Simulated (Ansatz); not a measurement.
Zone-centre phonons of LiF: input and output

Computed with DFT r2SCAN+D3(BJ), scalar-relativistic, plane waves, PAW in Ansatz.

Launched with:
```bash
ansatz run input.yaml --threads 1 --pin off --max-ram 2560MiB --backend cpu --events-out ev --progress --plain --runs-dir out
```

Input (bare energies are in eV):
```yaml
crystal:
  lattice:
    - [0.0, 2.1306, 2.1306]
    - [2.1306, 0.0, 2.1306]
    - [2.1306, 2.1306, 0.0]
  atoms:
    - { symbol: Li, position: [0.0, 0.0, 0.0] }
    - { symbol: F, position: [0.25, 0.25, 0.25] }
basis:
  ecutwfc: 500
kpoints:
  mp_grid: { grid: [10, 10, 10] }
hamiltonian:
  xc: r2scan
  dispersion: d3bj
scf:
  occupations: { method: fixed }
output:
  eigenvalues: true
phonons:
  method: dfpt
  dielectric: true
  rigid_motions: translations
  eigenvectors: true
```

The end of the output:
```
--- Phonons (Γ-DFPT): 2 representative perturbations + reference, on 171 of 1000 k-points (Σ response iterations 10) ---
  k mesh reduced under 4 symmetry operations, with k and −k counted as one. Each operation leaves every solved perturbation unchanged. A smaller set is not considered because the functional reads the kinetic-energy density
  ASR residual: 3.286e-4 → 0.000e0 eV/Å²; symmetrization residual: 5.329e-7 eV/Å²
  pairwise dispersion correction: d3bj (s6 = 1.0, s8 = 0.78981345, a1 = 0.49484001, a2_bohr = 5.73083694), with the weights of each atom's references fixed at the reference crystal's, and the forces and stress that the weights' published ...
  ASR residual per site (eV/Å²): 5.71e-5 3.29e-4
  Γ frequencies (cm⁻¹): 0.00 0.00 0.00 470.43 470.43 470.43
  ε∞ (high-frequency dielectric tensor):
        1.840050     0.000000     0.000000
       -0.000000     1.840050     0.000000
       -0.000000    -0.000000     1.840050
  ε⁰ (static dielectric tensor: ions relaxed, cell fixed):
        4.004679     0.000000     0.000000
        0.000000     4.004679    -0.000000
        0.000000    -0.000000     4.004679
  ε⁰ − ε∞ (ionic part):
        2.164629     0.000000     0.000000
        0.000000     2.164629    -0.000000
        0.000000    -0.000000     2.164629
  softest optical mode at Γ: 470.43 cm⁻¹; the repairs (sum rule, projections) moved no ω² at Γ by more than (2.20 cm⁻¹)²
  Born effective charges Z* (e; rows j = field, columns β = displacement):
    site 0:
         0.97839   -0.00000    0.00000
         0.00000    0.97839   -0.00000
        -0.00000   -0.00000    0.97839
    site 1:
        -0.97839    0.00000   -0.00000
        -0.00000   -0.97839    0.00000
         0.00000    0.00000   -0.97839
  Z* charge neutrality: 3.228e-6 e pre-enforcement
  k-mesh period / interband length: 30.1 Å / 0.73 Å = 41.32 at k = (0.0000, 0.0000, 0.0000), direct gap 8.778 eV — 14 or more, which is no proof of convergence
  optical modes at Γ without the LO–TO term, one row a degenerate level:
      ω (cm⁻¹) modes IR ((D/Å)²/amu)
        470.43      3            13.0339
  optical modes at Γ + LO–TO along q̂ = [1.0000, 0.0000, 0.0000]:
      ω (cm⁻¹) modes IR ((D/Å)²/amu)
        470.43      2             8.6893
        694.01      1             4.3446
  optical modes at Γ + LO–TO along q̂ = [0.0000, 1.0000, 0.0000]:
      ω (cm⁻¹) modes IR ((D/Å)²/amu)
        470.43      2             8.6893
        694.01      1             4.3446
  optical modes at Γ + LO–TO along q̂ = [0.0000, 0.0000, 1.0000]:
      ω (cm⁻¹) modes IR ((D/Å)²/amu)
        470.43      2             8.6893
        694.01      1             4.3446
```

It took 120 s on 1 thread of Arm Neoverse N1, with other jobs on the host, peak memory 2.3 GiB.

The cell is the ideal cubic zincblende prototype; this isn't the usual structure of the compound.